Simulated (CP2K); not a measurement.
Runs of CP2K 2026.2 on Sc. It takes space group I4/mmm (No. 139, tetragonal). Conventional cell: a = 3.834 Å, b = 3.834 Å, c = 3.435 Å, α = 90.00°, β = 90.00°, γ = 90.00°. Sc (site symmetry 4/mmm) has 10 Sc at 3.21 to 3.44 Å as nearest neighbours. This isn't the form of Sc at room conditions, which is hcp.

| potentials or basis | potentials | gap on the mesh (eV) | pressure (GPa) |
| --- | --- | --- | --- |
| POTENTIAL_UZH Sc GTH-SCAN-q11; DZVP-MOLOPT-SR-GTH basis | Sc GTH-SCAN-q11 of POTENTIAL_UZH | none | -1.5 |
| GTH_POTENTIALS Sc GTH-PBE-q11; DZVP-MOLOPT-SR-GTH basis | Sc GTH-PBE-q11 of GTH_POTENTIALS | none | (a) |
| GTH_POTENTIALS Sc GTH-BLYP-q11; DZVP-MOLOPT-SR-GTH basis | Sc GTH-BLYP-q11 of GTH_POTENTIALS | none | -0.6 |
| GTH_POTENTIALS Sc GTH-PADE-q11; DZVP-MOLOPT-SR-GTH basis | Sc GTH-PADE-q11 of GTH_POTENTIALS | none | -1.1 |
| POTENTIAL_UZH Sc GTH-PBE0-q11; DZVP-MOLOPT-SR-GTH basis | Sc GTH-PBE0-q11 of POTENTIAL_UZH | none | -1.1 |

Alike in all rows: task atomic charges; level PBE; no spin polarisation; cell as given; k mesh 10 × 10 × 10; smearing fermi-dirac 0.05 eV.

Problem. Fill in the values left out.

Solution. (a) -0.8.

Caveats: the basis of atomic orbitals isn't converged, which shifts pressures, moduli and gaps; the potentials were made for another functional, which shifts forces and pressure (some runs).

A gap of «none» marks a metal or a gap under the smearing width.
